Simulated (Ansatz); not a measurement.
LiF in the rocksalt structure: a single-point calculation in the PAW code Ansatz (HSE06). The cell was relaxed with r2SCAN and then strained (epitaxial +1.0 % in the xy plane, free normal strain -0.64 %), with the atoms relaxed again with r2SCAN; k points keep the names of the unstrained zone.

```yaml
crystal:
  lattice:
    - [0.0, 2.0148204549, 1.9821533756]
    - [2.0148204549, 0.0, 1.9821533756]
    - [2.0148204549, 2.0148204549, 0.0]
  atoms:
    - { symbol: Li, position: [0.0, 0.0, 0.0] }
    - { symbol: F, position: [0.5, 0.5, 0.5] }
kpoints:
  mp_grid: { grid: [8, 8, 8] }
  band_path:
    path:
      - [0.0, 0.0, 0.0]
      - [0.5, 0.0, 0.5]
      - [0.625, 0.25, 0.625]
      - [0.375, 0.375, 0.75]
      - [0.5, 0.5, 0.5]
      - [0.5, 0.25, 0.75]
    npoints: 1
hamiltonian:
  xc: hse06
scf:
  occupations: { method: fixed }
  n_extra_bands: 4
output:
  forces: true
  stress: true
  eigenvalues: true
```

In the abridged output below, numbers in square brackets stand for lines, or ends of lines, that were taken out.
```
scf.n_extra_bands = 4 over 5 filled bands (N_el = 10.0): the run solves 9 bands
Functional definition: HSE06
Crystal: 2 atoms, lattice volume = 16.093 Å³
Basis set: ecut = 420 eV, 331 PW (Γ)
[1]
Exchange kernel: α = 0.2500, screened, ω = 0.2079 Å⁻¹, Wigner–Seitz truncation, v(0) = 1046.2735 eV·Å³, q-mesh 8×8×8
hybrid outer 1: dexx = +2.531e-3 eV, tail = 3.86e-6 eV
hybrid outer 2: dexx = +6.009e-8 eV, tail = 2.65e-8 eV, Δε = 1.33e-3 eV
hybrid SCF converged: 2 outer / 9 inner (+2 warm-up)
Free energy (F): -1016.117965 eV
[2]
--- Stress (GPa, compression-positive) ---
       -0.203845       0.000000       0.000000
        0.000000      -0.203845       0.000000
        0.000000       0.000000       1.042345
  P = ⅓ Tr σ = 0.2116 GPa (2.116 kbar)
--- Band table (eV; the first three rows and the last of 59) ---
[3]
```

The rows of the band table are 0: (0, 0, 0) = Γ, 1: (0, 0, 1/8), 2: (0, 0, 1/4), 58: (-1/2, -1/2, 0) = X.

Question: What stood in the gaps? They hold the Fermi energy and the band table, the symmetry found.

Answer:
```
[1]
Symmetry: 16 space group operations
Space group: I4/mmm (ITA 139)
[2]
Fermi energy:    -0.588678 eV
[3]
  k-point 0: bands = [-43.5084, -22.2133, -0.6345, -0.5887, -0.5887, 10.9379, 26.1746, 26.1746, 26.3352]
  k-point 1: bands = [-43.4991, -22.1499, -1.0623, -0.6517, -0.6321, 11.3920, 22.6564, 24.3934, 24.6823]
  k-point 2: bands = [-43.4767, -21.9916, -2.0593, -0.7342, -0.7314, 12.2362, 20.0066, 22.5314, 22.8486]
  k-point 58: bands = [-43.4251, -21.4560, -3.7823, -1.7119, -1.7119, 17.1797, 18.0981, 19.5559, 22.4190]
```
The trailing digits, and the zero of the energies, depend on the potentials and thresholds.

With HSE06 the gap is 11.53 eV and direct, at Γ. Edges are sought over the mesh and the listed points. With the atoms held, the mean pressure is +0.2 GPa (compression positive). The stress of a hybrid is loosely converged here.

Question: What wall time did it need on 1 × NVIDIA H100 80GB HBM3 with 2 threads of AMD EPYC 7R13 Processor (Zen 3), on a shared host, load about 0.8 per core, and what peak of host memory did it reach?

Answer: About 21 s, with a peak of 1.7 GiB.

The values are computed, spin-unpolarised, and not measurements.

The meshes of the hybrids are coarse, so their gaps aren't converged to the digits shown.
